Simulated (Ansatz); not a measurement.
A relaxation computed with Ansatz, from input to last step.

```yaml
crystal:
  lattice:
    - [4.0547150332, -4.0547150332, 5.733975029]
    - [-4.0547150332, -4.0547150332, -5.733975029]
    - [4.0547150332, 4.0547150332, -5.733975029]
  atoms:
    - { symbol: Al, position: [0.752953353, 0.1276353093, 0.8773237291] }
    - { symbol: Al, position: [0.7457012393, 0.1244871245, 0.3736546015] }
    - { symbol: Al, position: [0.2521831651, 0.1254763777, 0.8754992425] }
    - { symbol: Al, position: [0.2482956273, 0.1197871768, 0.3717067776] }
    - { symbol: Al, position: [0.7463541652, 0.6240937849, 0.8737227778] }
    - { symbol: Al, position: [0.7527467372, 0.6243255243, 0.3761001628] }
    - { symbol: Al, position: [0.2460440996, 0.6237791901, 0.8718782565] }
    - { symbol: Al, position: [0.2471159501, 0.6268710113, 0.3710101473] }
    - { symbol: Al, position: [0.2499705243, 0.374032798, 0.1281802102] }
    - { symbol: Al, position: [0.2509337915, 0.3753721506, 0.6237399558] }
    - { symbol: Al, position: [0.7483533089, 0.3724556453, 0.1254127173] }
    - { symbol: Al, position: [0.7495295889, 0.374021749, 0.621814643] }
    - { symbol: Al, position: [0.2525969623, 0.878387373, 0.6282022199] }
    - { symbol: Al, position: [0.7513061301, 0.8795671577, 0.124866459] }
    - { symbol: Al, position: [0.7479162053, 0.8720820056, 0.6228179227] }
    - { symbol: Cu, position: [0.994848799, 0.2415435454, 0.747706521] }
    - { symbol: Cu, position: [0.9965713302, 0.2480917189, 0.2462912753] }
    - { symbol: Cu, position: [0.4995687213, 0.2508429929, 0.7512326218] }
    - { symbol: Cu, position: [0.497177497, 0.2494116025, 0.2483289804] }
    - { symbol: Cu, position: [0.9959265988, 0.7469903818, 0.7463222896] }
    - { symbol: Cu, position: [0.9974935515, 0.7493830534, 0.2487059533] }
    - { symbol: Cu, position: [0.5027450373, 0.7521305995, 0.7474147155] }
    - { symbol: Cu, position: [0.5012828278, 0.7476595701, 0.2519937322] }
  symmetry: { detect: false }
basis:
  ecutwfc: 500
kpoints:
  mp_grid: { grid: [2, 2, 2], shift: [0.5, 0.5, 0.5] }
hamiltonian:
  xc: r2scan
scf:
  occupations: { method: gaussian, width: 0.1 }
  lower_state_search: "off"
output:
  forces: true
  stress: true
  eigenvalues: true
relax:
  adjacent_minimum: "off"
  f_tol: 0.04
  max_steps: 50
  cell: { stress_tol: 0.3 }
```

```bash
ansatz run input.yaml --threads 4 --pin off --max-ram 9216MiB --backend cpu --events-out ev --progress --plain --runs-dir out
```

Theory: DFT r2SCAN, scalar-relativistic, plane waves, PAW in Ansatz.

Of 6 frames 5 are shown, positions in Å and forces in eV/Å; the SCF threshold varies from step to step. Steps run on the plane waves of an earlier cell, with a Pulay correction in the pressure. The basis is chosen afresh for the last frame, the zero of the energies, and at times for earlier ones too; energy and pressure can step there, also at an unchanged geometry. Where two frames share a geometry here, they differ by under 2 meV/atom and 0.3 GPa. The mark taken_back stands on steps that the optimiser undid.

```xyz
23
Lattice="4.0547 -4.0547 5.7340 -4.0547 -4.0547 -5.7340 4.0547 4.0547 -5.7340" Properties=species:S:1:pos:R:3:forces:R:3 pbc="T T T" step=1 free_energy_over_end_meV_per_atom=9.32 pressure_GPa=-0.58
Al    6.0928   -0.0132   -1.4450   -0.1807    0.0367    0.0939
Al    4.0339   -2.0133    1.4195    0.0827   -0.0028    0.1394
Al    4.0637    2.0186   -4.2936   -0.0864    0.1276   -0.0193
Al    2.0282    0.0147   -1.3945    0.0162   -0.0538   -0.2426
Al    4.0384   -2.0141   -4.3089    0.0847   -0.0371    0.0624
Al    2.0457   -4.0587   -1.4202   -0.1600    0.0005   -0.0043
Al    2.0036    0.0083   -7.1653    0.1899   -0.0068    0.1288
Al   -0.0355   -2.0394   -4.3049    0.1056    0.0931    0.0088
Al    0.0167   -2.0104   -1.4464   -0.2281    0.0013    0.1003
Al    2.0245   -0.0104   -4.2900   -0.0979    0.0811   -0.0336
Al    2.0327   -4.0360    1.4363   -0.0604   -0.1106   -0.0259
Al    4.0439   -2.0344   -1.4123    0.1959    0.2680   -0.1108
Al    0.0098   -2.0386   -7.1904    0.0625   -0.0725    0.1489
Al   -0.0138   -6.1064   -1.4514   -0.0687    0.1429    0.1118
Al    2.0219   -4.0433   -4.2832    0.0406   -0.0357   -0.0271
Cu    6.0862   -1.9815    0.0321   -0.0208   -0.4336   -0.2096
Cu    4.0335   -4.0481    2.8795    0.2769   -0.0544   -0.2033
Cu    4.0545    0.0033   -2.8814   -0.0787   -0.1137    0.1968
Cu    2.0115   -2.0203   -0.0032    0.0664   -0.1325   -0.0662
Cu    4.0355   -4.0409   -2.8520    0.0092   -0.0562    0.0337
Cu    2.0144   -6.0747   -0.0034    0.0106    0.1526   -0.0964
Cu    2.0194   -2.0576   -5.7156   -0.0676    0.3100   -0.2130
Cu    0.0228   -4.0423   -2.8576   -0.0920   -0.1042    0.2274
23
Lattice="4.0225 -4.0190 5.8115 -4.0216 -4.0229 -5.8149 4.0097 4.0181 -5.8031" Properties=species:S:1:pos:R:3:forces:R:3 pbc="T T T" step=2 free_energy_over_end_meV_per_atom=3.79 pressure_GPa=0.03
Al    6.0188   -0.0093   -1.4457   -0.0562    0.0504    0.0259
Al    3.9971   -1.9936    1.4522    0.0341   -0.0352    0.0631
Al    4.0153    2.0135   -4.3482   -0.0402    0.0400    0.0226
Al    2.0047    0.0072   -1.4401   -0.0085   -0.0186   -0.1835
Al    4.0086   -2.0065   -4.3545    0.0086   -0.0152    0.0368
Al    2.0111   -4.0273   -1.4441   -0.0431    0.0313    0.0048
Al    1.9923    0.0022   -7.2394    0.0486    0.0054    0.1209
Al   -0.0340   -2.0209   -4.3594    0.0762    0.0667    0.0250
Al   -0.0064   -1.9932   -1.4590   -0.1284    0.0441    0.0474
Al    1.9950   -0.0051   -4.3442   -0.0326    0.0380   -0.0298
Al    2.0103   -4.0144    1.4483   -0.0223   -0.0256   -0.0134
Al    4.0234   -1.9957   -1.4415    0.0838    0.1039   -0.0275
Al    0.0148   -2.0329   -7.2724    0.0230   -0.0301    0.0638
Al   -0.0198   -6.0505   -1.4652   -0.0613    0.0091    0.0622
Al    2.0036   -4.0183   -4.3422    0.0251    0.0038    0.0073
Cu    6.0223   -1.9858    0.0310   -0.0065   -0.2408   -0.0723
Cu    3.9990   -4.0140    2.9134    0.1711   -0.0341   -0.1617
Cu    4.0096    0.0046   -2.9155   -0.0499   -0.0607    0.0728
Cu    1.9977   -2.0120   -0.0159    0.0397   -0.0489    0.0274
Cu    4.0020   -4.0119   -2.8722    0.0333   -0.0379   -0.0782
Cu    2.0006   -6.0258   -0.0176    0.0109    0.0502    0.0155
Cu    1.9982   -2.0273   -5.7871   -0.0361    0.1661   -0.0767
Cu    0.0119   -4.0117   -2.8861   -0.0694   -0.0619    0.0476
23
Lattice="3.9088 -3.9118 6.0960 -3.9098 -3.9222 -6.1027 3.8885 3.9128 -6.0810" Properties=species:S:1:pos:R:3:forces:R:3 pbc="T T T" step=3 free_energy_over_end_meV_per_atom=7.90 pressure_GPa=1.30 taken_back
Al    5.8464    0.0073   -1.5026   -0.0435    0.0002   -0.0170
Al    3.8806   -1.9362    1.5404   -0.1039    0.0524   -0.0400
Al    3.8888    1.9645   -4.5417    0.1235    0.0712   -0.0272
Al    1.9364    0.0052   -1.5944   -0.0101   -0.0358    0.0450
Al    3.8974   -1.9682   -4.5567    0.0507   -0.0616   -0.0148
Al    1.9450   -3.9099   -1.5226    0.0041   -0.0030    0.0373
Al    1.9373    0.0019   -7.5222   -0.0814   -0.0573   -0.0209
Al   -0.0222   -1.9800   -4.5560   -0.1237   -0.0228   -0.0138
Al   -0.0573   -1.9211   -1.5242    0.2193   -0.0369   -0.0521
Al    1.9449    0.0080   -4.5721   -0.0214   -0.0864    0.0394
Al    1.9397   -3.9158    1.4993    0.0612    0.0194    0.0456
Al    3.9359   -1.9218   -1.5211   -0.1360   -0.0917    0.0443
Al    0.0178   -1.9952   -7.6133   -0.0587    0.0642   -0.0396
Al   -0.0443   -5.9165   -1.5170    0.1222    0.0722   -0.0602
Al    1.9365   -3.9162   -4.5452    0.0153   -0.0097   -0.0560
Cu    5.8414   -1.9595    0.0309   -0.0071    0.2409    0.1695
Cu    3.9032   -3.9122    3.0054   -0.1821    0.0108    0.1123
Cu    3.8916   -0.0101   -3.0429    0.1190    0.0942   -0.1877
Cu    1.9386   -1.9529   -0.0353    0.0016    0.0890    0.0991
Cu    3.9081   -3.9154   -3.0070    0.0572   -0.0046   -0.0992
Cu    1.9477   -5.8686   -0.0381   -0.0208   -0.1234    0.1071
Cu    1.9271   -1.9496   -6.0678    0.0443   -0.2289    0.1631
Cu   -0.0195   -3.9260   -2.9868   -0.0293    0.0475   -0.2343
23
Lattice="3.9878 -3.9883 5.9159 -3.9878 -3.9906 -5.9176 3.9785 3.9883 -5.9093" Properties=species:S:1:pos:R:3:forces:R:3 pbc="T T T" step=4 free_energy_over_end_meV_per_atom=0.21 pressure_GPa=-0.04
Al    5.9663    0.0001   -1.4672    0.0055    0.0172   -0.0001
Al    3.9638   -1.9781    1.4867    0.0150   -0.0213   -0.0013
Al    3.9855    2.0068   -4.4264   -0.0125   -0.0131    0.0015
Al    1.9867    0.0036   -1.5147   -0.0117    0.0019   -0.0521
Al    3.9857   -1.9999   -4.4284   -0.0147    0.0066    0.0027
Al    1.9885   -3.9892   -1.4740    0.0018    0.0130    0.0104
Al    1.9813    0.0003   -7.3353   -0.0039    0.0160    0.0451
Al   -0.0260   -2.0032   -4.4308    0.0295    0.0164    0.0041
Al   -0.0276   -1.9669   -1.4794   -0.0283    0.0183    0.0179
Al    1.9803    0.0009   -4.4271    0.0094    0.0089   -0.0106
Al    1.9897   -3.9866    1.4655   -0.0097    0.0050    0.0083
Al    4.0047   -1.9654   -1.4755    0.0054    0.0025    0.0145
Al    0.0199   -2.0209   -7.3932   -0.0069   -0.0025    0.0114
Al   -0.0304   -6.0072   -1.4794   -0.0145   -0.0176    0.0140
Al    1.9863   -3.9878   -4.4160    0.0014    0.0087   -0.0075
Cu    5.9692   -1.9850    0.0313    0.0022   -0.0209    0.0085
Cu    3.9711   -3.9840    2.9454    0.0219   -0.0112   -0.0358
Cu    3.9807    0.0028   -2.9722    0.0033   -0.0023   -0.0079
Cu    1.9857   -1.9919   -0.0230    0.0116    0.0085    0.0270
Cu    3.9823   -3.9849   -2.9232    0.0148   -0.0121   -0.0535
Cu    1.9869   -5.9816   -0.0241    0.0020   -0.0136    0.0281
Cu    1.9808   -1.9990   -5.8853    0.0021    0.0012    0.0095
Cu   -0.0061   -3.9854   -2.9261   -0.0237   -0.0094   -0.0342
23
Lattice="3.9735 -3.9736 5.9524 -3.9734 -3.9741 -5.9529 3.9725 3.9734 -5.9518" Properties=species:S:1:pos:R:3:forces:R:3 pbc="T T T" step=6 free_energy_over_end_meV_per_atom=0.00 pressure_GPa=-0.01
Al    5.9568    0.0039   -1.4845   -0.0135   -0.0052    0.0040
Al    3.9558   -1.9736    1.4914    0.0020    0.0112    0.0057
Al    3.9792    1.9993   -4.4591    0.0028    0.0156    0.0004
Al    1.9828    0.0030   -1.5489   -0.0048   -0.0033    0.0055
Al    3.9794   -1.9937   -4.4591    0.0028   -0.0119   -0.0015
Al    1.9819   -3.9718   -1.4827   -0.0056    0.0008   -0.0101
Al    1.9788    0.0041   -7.3689    0.0140   -0.0077   -0.0107
Al   -0.0165   -1.9949   -4.4611   -0.0029   -0.0046    0.0047
Al   -0.0335   -1.9540   -1.4851    0.0055   -0.0140   -0.0013
Al    1.9835    0.0039   -4.4602   -0.0081   -0.0052   -0.0009
Al    1.9818   -3.9709    1.4705    0.0038   -0.0026    0.0205
Al    3.9967   -1.9552   -1.4836   -0.0011   -0.0020   -0.0036
Al    0.0235   -2.0140   -7.4365   -0.0017    0.0094   -0.0027
Al   -0.0327   -5.9892   -1.4855    0.0032    0.0234    0.0005
Al    1.9811   -3.9695   -4.4403    0.0018   -0.0088   -0.0124
Cu    5.9546   -1.9735    0.0311    0.0037    0.0043    0.0028
Cu    3.9608   -3.9713    2.9520   -0.0059    0.0024    0.0006
Cu    3.9784    0.0024   -2.9971    0.0020    0.0029   -0.0073
Cu    1.9811   -1.9785   -0.0234   -0.0007    0.0298    0.0105
Cu    3.9747   -3.9712   -2.9459    0.0218    0.0010   -0.0069
Cu    1.9818   -5.9643   -0.0226   -0.0024   -0.0290    0.0077
Cu    1.9816   -1.9920   -5.9223    0.0039   -0.0091    0.0051
Cu   -0.0129   -3.9716   -2.9452   -0.0204    0.0026   -0.0104
```

The run took 2.4 min on 4 threads of AMD EPYC 7R43 64-Core Processor (Zen 3), on a shared host, peak memory 2 GiB.

The k mesh is coarse.